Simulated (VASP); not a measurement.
AlGa3N4:

```
Ga Al N
1.0
    -3.18604    0.00000    0.00000
     0.00000    5.51839    0.00000
     1.59302   -2.75919   -5.10909
Ga Al N
3 1 4
Cartesian
  -1.5930 0.9197 -2.5582
  0.0000 3.6789 -2.5582
  0.0000 1.8395 -0.0036
  -1.5930 4.5987 -0.0036
  -1.5930 0.9197 -0.6094
  0.0000 3.6789 -0.6094
  -1.5930 -0.9197 -3.1640
  0.0000 1.8395 -3.1640
```

The cell comes from a database or a generator and needn't be the stable form of this composition.

```yaml
Program: VASP 6.6.1
Task: relaxation of cell and atoms
Functional: PBEsol
Potentials_or_basis: VASP PAW PBE potentials, release 64 (Ga_d, Al, N)
Cutoff: 600 eV
k_mesh: 3 × 2 × 3
Occupations: gaussian, width 0.02 eV
Spin: no spin polarisation
```

At the start: pressure -1.6 GPa; volume 11.23 Å³/atom.

Question: How do energy, volume and symmetry change on relaxing?

Answer: Over 10 steps the energy falls by 9.0 meV/atom and the volume is 11.12 Å³/atom (-0.9 %); space group Cm (No. 8, to 0.05 Å).

The path:
| step | energy change (eV) | largest force (eV/Å) | pressure (GPa) | volume (Å³) |
| --- | --- | --- | --- | --- |
| 1 | 0.0000 | 0.9952 | -1.61 | 89.83 |
| 2 | -0.0654 | 0.2093 | 1.39 | 88.37 |
| 3 | -0.0665 | 0.1495 | 1.03 | 88.53 |
| 4 | -0.0698 | 0.1014 | -0.69 | 89.33 |
| 5 | -0.0702 | 0.1015 | -0.27 | 89.13 |
| 6 | -0.0714 | 0.0431 | -0.10 | 89.05 |
| 7 | -0.0716 | 0.0450 | 0.03 | 89.00 |
| 8 | -0.0718 | 0.0246 | -0.04 | 89.01 |
| 9 | -0.0718 | 0.0275 | -0.04 | 89.01 |
| 10 | -0.0720 | 0.0097 | 0.06 | 88.98 |

Final structure:
```
Ga Al N
1.0
    -3.17786    0.00000    0.00000
     0.00000    5.45954   -0.00188
     1.58893   -2.72803   -5.12791
Ga Al N
3 1 4
Cartesian
  -1.5889 0.9151 -2.5664
  0.0000 3.6354 -2.5483
  -1.5889 -0.9090 -5.1223
  -1.5889 4.5494 -0.0029
  -1.5889 0.8831 -0.6164
  0.0000 3.6814 -0.5890
  -1.5889 -0.9184 -3.1802
  0.0000 1.8178 -3.2277
```

Caveat: the k mesh is coarse (spacing up to 0.69 Å⁻¹), so the values aren't converged; the PAW data sets were made with another functional, which shifts forces and pressure a little.
